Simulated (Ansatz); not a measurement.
## RbCl in Ansatz: the effect of functional

The system is RbCl.

```
Rb Cl
1.0
     0.00000    3.25203    3.25203
     3.25203    0.00000    3.25203
     3.25203    3.25203    0.00000
Rb Cl
1 1
Cartesian
  0.0000 0.0000 0.0000
  3.2520 3.2520 3.2520
```

The cell isn't the ideal one: volume scaled by 0.98.

Alike in all runs:

| Item | Value |
| --- | --- |
| Program | Ansatz 0.2.0 |
| Task | single point |
| Potentials or basis | Ansatz PAW |
| k mesh | 7 × 7 × 7 |
| Occupations | fermi-dirac, width 0.05 eV |
| Spin | no spin polarisation |

```tsv
functional	cutoff	gap on the mesh (eV)	pressure (GPa)
LDA	420 eV (not typed: the program's choice for these potentials)	4.66	-1.1
PBE	420 eV (not typed: the program's choice for these potentials)	?	?
r2SCAN	500 eV (not typed: the program's choice for these potentials)	5.72	1.0
```

Problem. What does the run with functional PBE give?

Solution. gap on the mesh 5.12 eV; pressure 1.6 GPa.

Caveats: odd divisions of the mesh miss points on the zone boundary, where band edges often lie, so the gap on the mesh can be too wide; the PAW data sets come from PBE, with cores solved anew for the run's functional, which leaves a small shift of forces and pressure (some runs).

A k mesh can miss the band edges.
